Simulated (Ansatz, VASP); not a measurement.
Re: VASP beside Ansatz

```
Re
1.0
     0.00000    1.95505    1.95505
     1.95505    0.00000    1.95505
     1.95505    1.95505    0.00000
Re
1
Direct
  0.00000 0.00000 0.00000
```

Change from the starting cell: volume scaled by 0.97, PAW files.

Alike in both runs: task electric field gradients; functional PBE; k mesh 14 × 14 × 14; occupations fermi-dirac, width 0.05 eV; no spin polarisation.

|  | VASP | Ansatz |
| --- | --- | --- |
| version | VASP 6.6.1 | Ansatz 0.2.0 |
| potentials or method | VASP PAW PBE potentials, release 64 (Re) | PAW with Ansatz's default frozen-core files, scalar-relativistic |
| plane-wave cutoff (eV) | 520 | 420 |
| valence electrons in the cell | 7 | 15 |

|  | VASP | Ansatz | Ansatz less VASP |
| --- | --- | --- | --- |
| pressure (GPa) | 0.8 | 1.3 | +0.53 |
| Vzz of the field gradient on the site that differs most (V/Å²) | 0.0 | 0.0 | 0.00 |

The two sets of potentials don't hold the same shells in valence. Ansatz warned: «gradients_without_spin_orbit».

Spin-orbit coupling is left out, which matters for the levels of Re.
